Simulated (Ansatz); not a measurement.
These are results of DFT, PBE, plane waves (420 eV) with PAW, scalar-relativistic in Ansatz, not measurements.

An element in the omega (AlB2-type) structure gives this curve. The cell is scaled uniformly from the relaxed one, with fractional coordinates and shape fixed. Energies are extrapolated to zero smearing, pressures are those at the given smearing. Magnetic state: spin not included.

```tsv
V (Å³/atom)	E − E₀ (meV/atom)	P (GPa)
16.062	93.6	15.87
16.792	37.5	9.11
17.522	8.5	3.94
18.252	0.0	-0.02
18.982	7.3	-3.04
19.712	26.7	-5.33
20.442	55.2	-7.06
```

**Question.** Which element is it?
A. aluminium
B. gallium
C. arsenic
D. silver

**Answer.** D. Its fit is V₀ = 18.25 Å³/atom, B₀ = 86 GPa, B₀′ = 5.7.
